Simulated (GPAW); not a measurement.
Runs of GPAW 26.7.0 on Ga. It takes space group Pm-3m (No. 221, cubic). Conventional cell: a = 2.716 Å, b = 2.716 Å, c = 2.716 Å, α = 90.00°, β = 90.00°, γ = 90.00°. Ga (site symmetry m-3m) is surrounded by 6 Ga at 2.72 Å. The cell was built by a generator and needn't be a form met in nature.

```csv
level,gap on the mesh (eV),pressure (GPa),relaxed volume (Å³/atom)
RPBE+D4,none,0.0,18.43
RPBE,none,-0.1,21.20
RPBE+D3,none,0.0,(a)
RPBE+D3(BJ)+ATM,none,-0.1,16.08
RPBE+D3(BJ),none,-0.1,(b)
```

Alike in all rows: task relaxation of cell and atoms; potentials or basis the program's PAW data sets (release 1.2.1) made for this functional, pw; no spin polarisation; cell relaxed; k mesh 10 × 10 × 10; cutoff (eV) 600; smearing fermi-dirac 0.05 eV.

Q: Estimate the missing entries.

A: (a) 20.34; (b) 16.01.

Caveats: later steps reuse the first step's grids; pairwise dispersion overbinds metals, which lowers pressure and volume (some runs); the volume moved by over 15 % at a fixed basis, so the end points are rough (some runs).

A k mesh can miss the band edges, and the runs leave out spin-orbit coupling on Ga.

A gap of «none» marks a metal or a gap under the smearing width.
